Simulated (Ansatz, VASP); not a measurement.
**Si: VASP beside Ansatz**

The input INCAR:

```
  PREC = Accurate
  ENCUT = 520
  EDIFF = 1E-7
  ISMEAR = -1
  SIGMA = 0.05
  LREAL = F
  LASPH = T
  NELM = 100
  ALGO = Normal
  ISIF = 2
  LWAVE = F
  LCHARG = F
  GGA = PE
  NBANDS = 8
```

The input KPOINTS:

```
Automatic mesh
0
Gamma
  12 12 11
```

File POSCAR:

```
Si
1.0
    2.5851257326      0.0000000000      0.0000000000
   -1.2925628663      2.2387845564      0.0000000000
    0.0000000000      0.0000000000      2.4330211905
Si
1
Direct
    0.0000000000      0.0000000000      0.0000000000
```

input.yaml

```yaml
crystal:
  lattice:
    - [2.5851257326, 0.0, 0.0]
    - [-1.2925628663, 2.2387845564, 0.0]
    - [0.0, 0.0, 2.4330211905]
  atoms:
    - { symbol: Si, position: [0.0, 0.0, 0.0] }
hamiltonian:
  xc: pbe
  pseudopotentials: { kind: paw }
kpoints:
  mp_grid: { grid: [12, 12, 11] }
scf:
  occupations: { method: fermi_dirac, width: 0.05 }
output:
  forces: true
  stress: true
  eigenvalues: true
  write_density: true
  write_potential: true
  elf: true
  volumetric_format: npy
```

Change from the starting cell: volume scaled by 0.96.

Alike in both runs: task single point; functional PBE; k mesh 12 × 12 × 11; occupations fermi-dirac, width 0.05 eV; no spin polarisation.

|  | VASP | Ansatz |
| --- | --- | --- |
| version | VASP 6.6.1 | Ansatz 0.2.0 |
| potentials or method | VASP PAW PBE potentials, release 64 (Si) | Ansatz PAW |
| plane-wave cutoff (eV) | 520 | 420 |
| valence electrons in the cell | 4 | 4 |

Ansatz gave:

- gap on the k mesh at the Fermi level (eV): none
- pressure (GPa): 8.6
- largest component of the traceless stress (GPa): 3.52

Which values does VASP return?

gap on the k mesh at the Fermi level (eV): none; pressure (GPa): 8.5; largest component of the traceless stress (GPa): 3.52.

A gap of «none» marks a metal or a gap that the smearing closes. With one functional, cell and mesh, what is left measures potentials, basis and numerics.
